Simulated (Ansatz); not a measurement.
Input of an Ansatz 0.2.0 run:

File input.yaml:

```yaml
crystal:
  lattice:
    - [2.0715, 1.1959810826, 9.5453333333]
    - [-2.0715, 1.1959810826, 9.5453333333]
    - [0.0, -2.3919621653, 9.5453333333]
  atoms:
    - { symbol: Bi, position: [0.5992, 0.5992, 0.5992] }
    - { symbol: Bi, position: [0.4008, 0.4008, 0.4008] }
    - { symbol: Se, position: [0.7883, 0.7883, 0.7883] }
    - { symbol: Se, position: [0.2117, 0.2117, 0.2117] }
    - { symbol: Se, position: [0.0, 0.0, 0.0] }
hamiltonian:
  xc: pbe
  pseudopotentials: { kind: paw }
kpoints:
  mp_grid: { grid: [8, 8, 8] }
  band_path:
    path:
      - [[0.0, 0.0, 0.0], [0.5, 0.0, 0.0], [0.5, 0.1771325325, -0.1771325325]]
      - [[0.8228674675, 0.5, 0.1771325325], [0.5, 0.5, 0.5], [0.0, 0.0, 0.0], [0.3385662663, 0.0, -0.3385662663]]
      - [[0.6614337337, 0.3385662663, 0.0], [0.5, 0.5, 0.0], [0.6614337337, 0.6614337337, 0.1771325325], [0.5, 0.5, 0.5]]
      - [[0.5, 0.0, 0.0], [0.8228674675, 0.3385662663, 0.3385662663]]
    npoints: 14
scf:
  occupations: { method: fermi_dirac, width: 0.05 }
  n_extra_bands: 12
output:
  forces: true
  stress: true
  eigenvalues: true
  fatbands: false
```

Potentials or basis: Ansatz PAW.

Launch:

```bash
$ ansatz run input.yaml --threads 2 --pin off --max-ram 5632MiB --backend cpu --events-out ev --progress --plain --runs-dir out
```

Task: What does it give for the band gap along the path?

Result: 0.22 eV, direct.

Task: Estimate the largest force.

Result: 0.159 eV/Å.

Task: Predict the band gap on the k mesh.

Result: 0.22 eV, direct.

Levels at the corners of the path, in eV from the valence-band top:
| point | band 37 | band 38 | band 39 | band 40 | band 41 | band 42 |
| --- | --- | --- | --- | --- | --- | --- |
| Γ | -1.22 | -1.22 | 0.00 | 0.22 | 1.39 | 1.39 |
| L | -2.15 | -1.24 | -0.56 | 0.84 | 1.92 | 2.96 |
| B1 | -1.89 | -1.08 | -0.71 | 1.65 | 2.23 | 2.85 |
| B | -1.89 | -1.08 | -0.71 | 1.65 | 2.23 | 2.85 |
| Z | -1.39 | -1.39 | -0.46 | 0.63 | 1.70 | 1.70 |
| Γ | -1.22 | -1.22 | 0.00 | 0.22 | 1.39 | 1.39 |
| X | -1.75 | -1.23 | -0.69 | 1.66 | 2.51 | 2.60 |
| Q | -1.75 | -1.23 | -0.69 | 1.66 | 2.51 | 2.60 |
| F | -1.88 | -1.65 | -1.01 | 1.34 | 1.95 | 2.59 |
| P1 | -1.52 | -1.41 | -1.14 | 1.31 | 2.03 | 2.35 |
| Z | -1.39 | -1.39 | -0.46 | 0.63 | 1.70 | 1.70 |
| L | -2.15 | -1.24 | -0.56 | 0.84 | 1.92 | 2.96 |
| P | -1.52 | -1.41 | -1.14 | 1.31 | 2.03 | 2.35 |

Caveat: spin-orbit coupling is left out, which as a rule narrows the gap of such compounds by several tenths of an eV. PBE gaps usually lie below the measured ones, often by a third to a half.
